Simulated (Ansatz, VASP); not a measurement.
**NiO in VASP and in Ansatz**

```
CELL_PARAMETERS angstrom
0.00000 2.08590 2.08590
2.08590 0.00000 2.08590
2.08590 2.08590 0.00000
ATOMIC_POSITIONS crystal
Ni 0.00000 0.00000 0.00000
O 0.50000 0.50000 0.50000
```

Alike in both runs: task band structure; functional r2SCAN; k mesh 11 × 11 × 11; occupations fermi-dirac, width 0.05 eV; collinear spin, ferromagnetic start.

```csv
,VASP,Ansatz
version,VASP 6.6.1,Ansatz 0.2.0
potentials or method,"VASP PAW PBE potentials, release 64 (Ni, O)",Ansatz PAW
plane-wave cutoff (eV),520,500
valence electrons in the cell,16,24
```

Ansatz gave:

* gap on the k mesh at the Fermi level (eV): 0.82
* least direct gap on the mesh (eV): 1.77
* gap along the band path (eV): 0.78
* pressure (GPa): 2.7
* net moment per atom (μB): 1.00
* size of the moment on the site where the two differ most (μB): 1.67

Question: What did VASP give for the same quantities?

Answer: gap on the k mesh at the Fermi level (eV): 0.74; least direct gap on the mesh (eV): 1.69; gap along the band path (eV): 0.70; pressure (GPa): 2.7; net moment per atom (μB): 1.00; size of the moment on the site where the two differ most (μB): 1.69.

Site moments also hang on the region over which each program counts them. The functional is the same, so the differences come from potentials, cutoffs and numerics. The two sets of potentials don't hold the same shells in valence.

Caveats: a cell with one magnetic atom can't hold antiferromagnetic order, which such compounds often take; the PAW data sets were made with another functional, which shifts forces and pressure a little (VASP); the magnetic or orbital state may not be the lowest (Ansatz); the PAW data sets come from PBE, with cores solved anew for the run's functional, which leaves a small shift of forces and pressure (Ansatz). r2SCAN opens gaps a little over a GGA but as a rule still falls short of measured ones.
